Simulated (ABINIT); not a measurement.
## TiO: relaxation of cell and atoms with LDA

TiO:

```
CELL_PARAMETERS angstrom
3.03100 0.00000 0.00000
-1.51550 2.62492 0.00000
0.00000 0.00000 3.23770
ATOMIC_POSITIONS crystal
Ti 0.66667 0.33333 0.00000
O 0.00000 0.00000 0.50000
```

| Property | Result |
| --- | --- |
| Program | ABINIT 10.8.3 (patched build) |
| Task | relaxation of cell and atoms |
| Functional | LDA |
| Potentials or basis | PseudoDojo NC SR LDA v0.4.1 standard |
| Cutoff | 1143 eV |
| k mesh | 8 × 8 × 6 |
| Occupations | fermi-dirac, width 0.05 eV |
| Spin | no spin polarisation |
| Cell freedom (optcell) | 2 |
| Optimiser (ionmov) | 2 |
| Cutoff smearing ecutsm (Ha) | 0.5 |
| Force stop (Ha/bohr) | 2e-05 |

```json
{"Relaxed volume": "9.13 Å³/atom", "Relaxed cell": "a = 2.763 Å, b = 2.763 Å, c = 2.761 Å, α = 90.00°, β = 90.00°, γ = 120.00°", "Space group after relaxing (to 0.05 Å)": "P-6m2 (No. 187)", "Energy gained by relaxing": "771.0 meV/atom", "Ionic steps": "10", "Pressure after relaxing": "0.0 GPa", "Band gap on the k mesh": "none (metal or under the smearing width)"}
```

Step by step:
| step | energy change (eV) | largest force (eV/Å) | pressure (GPa) | volume (Å³) |
| --- | --- | --- | --- | --- |
| 1 | 0.0000 | 0.0000 | -45.25 | 25.76 |
| 2 | -0.9378 | 0.0000 | -36.73 | 22.35 |
| 3 | -0.9897 | 0.0000 | 70.09 | 15.42 |
| 4 | -1.5034 | 0.0000 | -12.20 | 19.14 |
| 5 | -1.5400 | 0.0000 | -2.75 | 18.44 |
| 6 | -1.5419 | 0.0000 | 0.30 | 18.24 |
| 7 | -1.5419 | 0.0000 | 0.09 | 18.25 |
| 8 | -1.5419 | 0.0000 | -0.03 | 18.26 |
| 9 | -1.5419 | 0.0000 | -0.01 | 18.26 |
| 10 | -1.5419 | 0.0000 | 0.00 | 18.26 |

Final structure:
```
Ti O
1.0
     2.76341    0.00000    0.00000
    -1.38171    2.39318    0.00000
     0.00000    0.00000    2.76114
Ti O
1 1
Direct
  0.66667 0.33333 0.00000
  0.00000 0.00000 0.50000
```

It took 6.3 min on 1 thread of Arm Neoverse V2, with other jobs on the host, peak memory 0.09 GiB.

Caveat: the volume moved by over 15 % at a fixed basis, so the end points are rough; the volume moved by -29 % from the deposited cell, more than functionals usually miss; semilocal functionals often make such compounds metallic where correlation or magnetic order opens a gap, which also shifts bond lengths. LDA usually gives volumes a few per cent too small.
